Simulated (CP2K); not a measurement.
Pd under changes of volume

One of the cells (15.547 Å³/atom); the others are scaled copies at fixed shape and fractional positions:

```
CELL_PARAMETERS angstrom
2.72327 0.00000 0.00000
-0.90776 2.56752 0.00000
-0.90776 -1.28376 2.22354
ATOMIC_POSITIONS crystal
Pd 0.00000 0.00000 0.00000
```

This isn't the form of Pd at room conditions, which is fcc.

* Program: CP2K 2026.2
* Functional: PBEsol
* Potentials or basis: POTENTIAL_UZH Pd GTH-PBE-q18; TZVP-MOLOPT-PBE-GTH basis
* Density cutoff: 6803 eV
* k mesh: 12 × 12 × 12
* Occupations: fermi-dirac, width 0.0259 eV
* Spin: no spin polarisation

| volume (Å³/atom) | energy over the lowest point (meV/atom) | pressure (GPa) |
| --- | --- | --- |
| 14.614 | 1.13 | 2.8 |
| 14.925 | 0.00 | -1.5 |
| 15.236 | 6.64 | -5.2 |
| 15.547 | 20.11 | -8.5 |
| 15.858 | ? | ? |
| 16.169 | 64.10 | -13.8 |
| 16.480 | 93.15 | -16.0 |

Q: What does the run at 15.858 Å³/atom give?

A: Energy over the lowest point 39.53 meV/atom; pressure -11.4 GPa.

Worked out: A Birch-Murnaghan fit of order 3 (a polynomial in V^(-2/3)) to the other rows has its minimum at 14.81 Å³/atom with B0 = V·E''(V) = 201 GPa and B' = 5.5. It gives 39.52 meV/atom at 15.858 Å³/atom, against the run's 39.53, and -dE/dV = -11.4 GPa, against -11.4.

Energies are extrapolated to zero smearing.

Caveats: the potentials were made for another functional, which shifts forces and pressure; the basis of atomic orbitals isn't converged, which shifts pressures, moduli and gaps.
